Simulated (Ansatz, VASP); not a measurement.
**One calculation of GaAs, two programs**

```xyz
2
Lattice="0.0000 2.8751 2.8751 2.8751 0.0000 2.8751 2.8751 2.8751 0.0000" Properties=species:S:1:pos:R:3 pbc="T T T"
Ga    0.0000    0.0000    0.0000
As    4.3126    4.3126    4.3126
```

The cell is a database's computed one.

Alike in both runs: task relaxation of cell and atoms; functional r2SCAN; k mesh 8 × 8 × 8; occupations gaussian, width 0.02 eV; no spin polarisation.

```csv
,VASP,Ansatz
version,VASP 6.6.1,Ansatz 0.2.0
potentials or method,"VASP PAW PBE potentials, release 64 (Ga_d, As)","scalar-relativistic, plane waves, PAW"
plane-wave cutoff (eV),600,500
valence electrons in the cell,18,28
```

```tsv
	VASP	Ansatz	Ansatz less VASP
gap on the k mesh at the Fermi level, each at its own relaxed structure (eV)	0.93	0.96	+0.027
relaxed volume (Å³/atom)	22.77	22.75	-0.020
relaxed cell length with the largest relative difference (Å)	4.008	4.007	-0.0012
energy change over the relaxation (meV/atom)	-9	-10	-0.2
```

The two sets of potentials don't hold the same shells in valence.

Caveats: the PAW data sets were made with another functional, which shifts forces and pressure a little (VASP). A k mesh can miss the band edges. r2SCAN opens gaps a little over a GGA but as a rule still falls short of measured ones.
